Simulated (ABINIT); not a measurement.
## Ti: band structure with LDA-PZ

The system is Ti.

```
Ti
1.0
    -1.64100    1.64100    1.64100
     1.64100   -1.64100    1.64100
     1.64100    1.64100   -1.64100
Ti
1
Direct
  0.00000 0.00000 0.00000
```

This isn't the form of Ti at room conditions, which is hcp.

- Program: ABINIT 10.8.3 (patched build)
- Task: band structure
- Functional: LDA-PZ
- Potentials or basis: JTH PAW LDA v2.0
- Cutoff: 408 eV
- k mesh: 11 × 11 × 11
- Occupations: fermi-dirac, width 0.05 eV
- Spin: no spin polarisation
- Fine-grid cutoff: 816.342 eV

The pressure is -10.6 GPa and the band gap on the k mesh is none (metal or under the smearing width). The valence electrons inside the program's atomic spheres are Ti 10.17 (radii [1.2214] Å).

Levels at the corners of the path, in eV from the Fermi level:
```
point  band 3  band 4  band 5  band 6  band 7  band 8  band 9  band 10
    Γ  -32.11  -32.11   -5.84    0.95    0.95    0.95    2.70     2.70
    H  -32.56  -32.56   -2.04   -2.04    3.86    3.86    3.86     8.25
    N  -32.32  -32.11   -2.41   -0.40    1.20    2.67    3.02     4.20
    Γ  -32.11  -32.11   -5.84    0.95    0.95    0.95    2.70     2.70
    P  -32.43  -32.43   -0.58   -0.58   -0.58    3.08    3.08     9.00
    H  -32.56  -32.56   -2.04   -2.04    3.86    3.86    3.86     8.25
```

It took 5.6 s on 1 thread of Arm Neoverse V2 (shared host), peak memory 0.11 GiB.
